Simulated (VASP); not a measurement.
# SrVO₃: DFT+U ground state, by Hubbard U and LDAUTYPE

SrVO₃, Pm-3m (no. 221), 10 atoms in the cell.

| Hubbard U (eV) | LDAUTYPE | Hund's J (eV) | Form of DFT+U | Gap (eV) | Largest site moment (muB) | Time (s) |
|---|---|---|---|---|---|---|
| V shell d, U 3.9 | 1 | 0.9 | Liechtenstein, U + J and J | 0.00 | 0.61 | 23 |
| V shell d, U 3 | 1 | – | Liechtenstein, J = 0 | 0.00 | 0.48 | 20 |
| V shell d, U 3.9 | 2 | 0.9 | Dudarev, U + J and J | 0.00 | 0.48 | 24 |
| V shell d, U 3 | 2 | – | Dudarev, U alone | 0.00 | 0.48 | 25 |
| V shell d, U 3, O shell p, U 6 | 2 | – | Dudarev, U on the anion p shell too | 0.00 | 0.51 | 19 |
| V shell d, U 3.9 | 4 | 0.9 | type 4, U + J and J | 0.00 | 0.43 | 20 |
| – | – | – | none | 0.00 | 0.00 | 29 |

Limits: The cell is the same for all forms and was relaxed for none; total energies under different U or different forms can't be compared; magnetic orders weren't compared, so this needn't be the magnetic ground state; rows 1, 2, 3, 4, 5, 6: where a partly filled shell comes out metallic, symmetry may have kept it evenly filled; a lower state with a gap may exist.

## Input of the first row

INCAR:
```
SYSTEM = SrVO3
PREC     = Accurate       ! precision mode
ENCUT    = 520            ! plane-wave cutoff, eV
EDIFF    = 1E-6           ! SCF threshold, eV
NELM     = 200            ! most SCF steps
ALGO     = Normal         ! electronic algorithm
ISMEAR   = 0              ! smearing method
SIGMA    = 0.05           ! smearing width, eV
LREAL    = .False.        ! projectors in reciprocal space
LASPH    = .True.         ! aspherical terms in the spheres
LMAXMIX  = 4              ! l up to which the mixer works
LORBIT   = 11             ! projections on sites
LWAVE    = .False.        ! write WAVECAR
LCHARG   = .False.        ! write CHGCAR
GGA      = CA             ! functional
VOSKOWN  = 1            
ISPIN    = 2              ! spin polarisation
MAGMOM   = 0 0 3 -3 0 0 0 0 0 0 ! initial moments
ISIF     = 2              ! what is computed and relaxed
AMIX     = 0.2          
BMIX     = 1E-4         
AMIX_MAG = 0.8          
BMIX_MAG = 1E-4         
LDAU     = .True.         ! DFT+U
LDAUTYPE = 1            
LDAUL    = -1 2 -1        ! shell
LDAUU    = 0 3.9 0        ! U, eV
LDAUJ    = 0 0.9 0      
LDAUPRINT= 1             
```

KPOINTS:
```
k-points
0
Gamma
  6 6 6
```

POSCAR:
```
SrVO3
1.0
    3.8409000000      3.8409000000      0.0000000000
    3.8409000000      0.0000000000      3.8409000000
    3.8409000000      0.0000000000     -3.8409000000
Sr V O
2 2 6
Direct
    0.5000000000      0.2500000000      0.7500000000
    0.5000000000      0.7500000000      0.2500000000
    0.0000000000      0.0000000000      0.0000000000
    0.0000000000      0.5000000000      0.5000000000
    0.0000000000      0.2500000000      0.7500000000
    0.0000000000      0.7500000000      0.2500000000
    0.5000000000      0.7500000000      0.7500000000
    0.5000000000      0.2500000000      0.2500000000
    0.0000000000      0.2500000000      0.2500000000
    0.0000000000      0.7500000000      0.7500000000
```

Commands:
```
cat potpaw_LDA.64/Sr_sv/POTCAR potpaw_LDA.64/V_sv/POTCAR potpaw_LDA.64/O/POTCAR > POTCAR
mpirun -np 8 vasp_std > vasp.out
```

Changes of the last row against the first:
```
- LDAU = True
- LDAUTYPE = 1
- LDAUL = -1 2 -1
- LDAUU = 0 3.9 0
- LDAUJ = 0 0.9 0
- LDAUPRINT = 1
```

VASP 6.6.1 took 23 s on 8 cores (Intel Xeon 6975P-C (Granite Rapids)), a shared host.
